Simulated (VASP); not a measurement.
Wanted: the native input for a VASP 6.6.1 run.

- Task: single point
- Functional: PBE
- Potentials or basis: VASP PAW PBE potentials, release 64 (F_GW, Li_GW)
- Cutoff: 500 eV
- k mesh: 5 × 5 × 5
- Occupations: gaussian, width 0.02 eV
- Spin: no spin polarisation
- Further INCAR settings: ALGO = Normal; EDIFF = 1e-06

The structure of LiF (Griceite) lies in POSCAR:

```
LiF
1.0
    0.0000000000      2.0140000000      2.0140000000
    2.0140000000      0.0000000000      2.0140000000
    2.0140000000      2.0140000000      0.0000000000
F Li
1 1
Direct
    0.5000000000      0.5000000000      0.5000000000
    0.0000000000      0.0000000000      0.0000000000
```

The input as run:

INCAR

```
SYSTEM = LiF
ALGO = Normal ; EDIFF = 1E-6
ENCUT = 500 ; GGA = PE
ISIF = 2 ; ISMEAR = 0
LASPH = .TRUE. ; LCHARG = .FALSE.
LREAL = .FALSE. ; LWAVE = .FALSE.
NELM = 60 ; PREC = Accurate
SIGMA = 0.02
```

KPOINTS

```
k-points
0
G
  5 5 5
  0 0 0
```

Potentials or basis: VASP PAW PBE potentials, release 64 (F_GW, Li_GW).

Command:

```sh
$ cat potpaw_PBE.64/F_GW/POTCAR potpaw_PBE.64/Li_GW/POTCAR > POTCAR
$ mpirun -np 1 vasp_std > vasp.out
```

Results of the run:

```json
{
  "Band gap on the k mesh": "9.05 eV, direct"
}
```

Caveat: the k mesh is coarse (spacing up to 0.54 Å⁻¹), so the values aren't converged.

Run time: 8 s on 1 thread of Intel(R) Xeon(R) Platinum 8375C CPU @ 2.90GHz (Ice Lake) (shared host), peak memory 0.13 GiB.
